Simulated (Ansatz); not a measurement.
The reference is InN in the wurtzite structure (space group P6_3mc, No. 186; a = 3.537 Å, c = 5.714 Å). Axes: x lies along a and z along c of the hexagonal cell.

The values are results of PBEsol (Ansatz, a first-principles code, PAW, no spin-orbit coupling), not measurements.

Base values:

```
Item       Result
--------  -------
Pressure  0.0 GPa
```

Perturbation: uniaxial strain ε_yy = +2.87 %, all other strain components held at zero; the atoms relax in the strained cell.

### Question
What happens to the largest internal atomic displacement?

### Answer
The largest internal atomic displacement comes out as 0.019 Å.

### Question
Estimate the effect on the pressure.

### Answer
The pressure (mean of the normal stresses, compression positive) goes from zero to -3.7 GPa.

Whether these cells are dynamically stable was not tested. The final runs are not spin-polarised. Gaps under 0.05 eV, about the width of the smearing, are given as zero.
